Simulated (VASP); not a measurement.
# BAs: NMR shieldings

What are the shielding tensors of BAs? The cell is of the zinc-blende type, one of the forms listed for this formula, which need not be the common one. The start is a cell from a database of measured crystal structures.

Main program and level: VASP 6.6.1; PBE; plane waves and PAW (As, B), in the first sound run; inputs show where later runs differ.

This is a report of a sequence of runs, with most program output left out.

## Step 1: Set-up

Symmetry: F-43m, No. 216, cubic system. The conventional cell has a = 4.777 Å, b = 4.777 Å, c = 4.777 Å, α = 90.00°, β = 90.00°, γ = 90.00°. As has 4 B at 2.07 Å nearest. B has 4 As at 2.07 Å nearest. Farther neighbours are not listed.

As a file:

```
As B
1.0
     0.00000    2.38850    2.38850
     2.38850    0.00000    2.38850
     2.38850    2.38850    0.00000
As B
1 1
Direct
  0.75000 0.75000 0.75000
  0.00000 0.00000 0.00000
```

## Step 2: Ground state

A ground-state run shows first whether the cell has a gap, which the next steps need; its size sets how fine their mesh has to be.

INCAR reads:

```
SYSTEM = BAs
PREC = Accurate
ENCUT = 420
EDIFF = 1E-07
NELM = 100
ISMEAR = 0
SIGMA = 0.01
LREAL = .FALSE.
ALGO = Normal
GGA = PE
NBANDS = 10
LORBIT = 11
LWAVE = .FALSE.
LCHARG = .FALSE.
KPAR = 2
```

POSCAR reads:

```
BAs
1.0
    0.0000000000      2.3885000000      2.3885000000
    2.3885000000      0.0000000000      2.3885000000
    2.3885000000      2.3885000000      0.0000000000
As B
1 1
Direct
    0.7500000000      0.7500000000      0.7500000000
    0.0000000000      0.0000000000      0.0000000000
```

KPOINTS reads:

```
Automatic mesh
0
Gamma
7 7 7
0 0 0
```

The projector-augmented-wave data sets are As and B (PBE family, release 64).

Started as:

```bash
$ mpirun -np 2 vasp_std
```

Wall time 4 s (2 MPI ranks of AMD EPYC 7R43, shared host); peak memory 0.2 GiB; 6.5 s of CPU time.

The gap is read on the k-mesh alone, so it is an upper bound where the band edges lie off the mesh.

This step gave:

```yaml
free_energy_toten: -11.40 eV
fermi_energy: 6.186 eV
pressure: 3.487 GPa
gap_on_the_k_mesh: 1.192 eV
least_direct_gap_on_the_k_mesh: 3.270 eV
```

The cell has a gap of 1.19 eV on this mesh and a pressure of +3.5 GPa, which holds the misfit of the given cell and coordinates with this functional, and any error of cutoff, mesh and data sets. Spin-orbit coupling is left out, which can shift or reorder these edges.

## Step 3: Shielding tensors

This step: chemical shifts by linear response (GIPAW), PBE; plane waves and PAW (As, B) (VASP 6.6.1).

LCHIMAG computes the induced currents by linear response. It needs tightly converged orbitals and a cutoff well above the default; LEFG adds the field gradients at no cost.

INCAR reads:

```
SYSTEM = BAs
PREC = Accurate
ENCUT = 450
EDIFF = 1E-09
NELM = 100
ISMEAR = 0
SIGMA = 0.01
LREAL = .FALSE.
ALGO = Normal
GGA = PE
NBANDS = 10
LWAVE = .FALSE.
LCHARG = .FALSE.
KPAR = 2
LCHIMAG = .TRUE.
LEFG = .TRUE.
DQ = 0.001
ICHIBARE = 1
LNMR_SYM_RED = .TRUE.
```

POSCAR is that of step 2.

KPOINTS reads:

```
Automatic mesh
0
Gamma
8 8 8
0 0 0
```

Started as:

```bash
$ mpirun -np 2 vasp_std
```

Elapsed: 2.2 min, on 2 MPI ranks; peak memory 0.26 GiB.

This step gave:

```yaml
fermi_energy: 6.255 eV
pressure: 3.483 GPa
gap_on_the_k_mesh: 1.185 eV
```

Valence and core; the G = 0 term is that of a spherical sample. NMR shielding, by row:

| atom | isotropic shielding (ppm) | span (ppm) | skew | isotropic shielding without the G = 0 term (ppm) |
| --- | --- | --- | --- | --- |
| As1 | 1505 | 0 | - | 1470 |
| B2 | 136.3 | 0 | - | 101.5 |

Ordered as |Vzz| ≥ |Vxx| ≥ |Vyy|, the program's way. Electric field gradients, by row:

| atom | Vxx (V/Å²) | Vyy (V/Å²) | Vzz (V/Å²) | asymmetry |
| --- | --- | --- | --- | --- |
| As1 | 0 | 0 | 0 | - |
| B2 | 0 | 0 | 0 | - |

## Step 4: Another functional, PAW release LDA 64

This step: chemical shifts by linear response (GIPAW), LDA; plane waves and PAW (As, B) (VASP 6.6.1).

The functional is changed, to see how much the shieldings depend on it.

INCAR: that of step 3 with these lines changed.

```diff
@@ -9,3 +9,3 @@
 ALGO = Normal
-GGA = PE
+GGA = CA
 NBANDS = 10
```

POSCAR is that of step 3.

KPOINTS is that of step 3.

The projector-augmented-wave data sets are As and B (LDA family, release 64).

Started as:

```bash
$ mpirun -np 2 vasp_std
```

Elapsed: 2.1 min, on 2 MPI ranks; peak memory 0.24 GiB; 4.2 min of CPU time.

This step gave:

| Quantity | Value |
| --- | --- |
| free energy (TOTEN) | -12.92 eV |
| Fermi energy | 6.224 eV |
| pressure | -3.073 GPa |
| gap on the k-mesh | 1.137 eV |
| least direct gap on the k-mesh | 3.249 eV |

Valence and core; the G = 0 term is that of a spherical sample. NMR shielding, by row:

| atom | isotropic shielding (ppm) | span (ppm) | skew | isotropic shielding without the G = 0 term (ppm) |
| --- | --- | --- | --- | --- |
| As1 | 1479 | 0 | - | 1444 |
| B2 | 132.2 | 0 | - | 97.48 |

Ordered as |Vzz| ≥ |Vxx| ≥ |Vyy|, the program's way. Electric field gradients, by row:

| atom | Vxx (V/Å²) | Vyy (V/Å²) | Vzz (V/Å²) | asymmetry |
| --- | --- | --- | --- | --- |
| As1 | 0 | 0 | 0 | - |
| B2 | 0 | 0 | 0 | - |

Against the first shielding run the largest change is -26.4 ppm, on As1.

## Step 5: Summary

This step: chemical shifts by linear response (GIPAW), PBE, LDA; plane waves and PAW (VASP 6.6.1).

This step runs nothing: it gathers the runs above.

Isotropic shieldings. Cost is wall time times ranks on a shared host. Shieldings by setting:

| run | ENCUT (eV) | k mesh | As1, Wyckoff letter c (ppm) | B2, Wyckoff letter a (ppm) | cost (core minutes) |
| --- | --- | --- | --- | --- | --- |
| first shielding run | 450 | 8x8x8 | 1505 | 136.3 | 4.4 |
| another functional | 450 | 8x8x8 | 1479 | 132.2 | 4.23 |

## Step 6: Results

```
As, isotropic shielding : 1505.2 ppm
B, isotropic shielding  : 136.3 ppm
```

At PBE, in the first shielding run, the isotropic shieldings are As 1505.2 ppm; B 136.3 ppm. In the first shielding run all tensors are isotropic to 0.5 ppm, as the cubic site symmetry asks. In the undistorted cell the field gradients vanish by symmetry; what its table shows is numerical noise. Against the first shielding run, the one with another functional moves the shieldings by at most 26 ppm. Shifts were not obtained, since a shift is the shielding of a reference compound, computed alike, less these values. The G = 0 term is the part set by the sample's shape, taken here for a sphere. No finer mesh was run, so convergence in it isn't shown. VASP's guide advises LASPH and NLSPLINE for shieldings, which this input doesn't set; the effect wasn't tested. The cell is of the zinc-blende type, one of the forms listed for this formula, which need not be the common one. The given cell is kept, although it stands at +3.5 GPa at PBE and ENCUT = 450 eV, which holds the mismatch of the given cell with this functional, any error of the entry itself and any basis-set error.

[Lines on the potential files, build, host, timing and source positions are cut from VASP's logs without a mark.]

[Logs are printed without paths, hosts, clocks, repeated set-up lines and the standing remarks that a program may print on its own settings, such as how far it seeks lower states.]

[Hosts, paths, dates, database ids (printed as entryN), source tags and the programs' standing remarks are cut or masked in the printed files.]
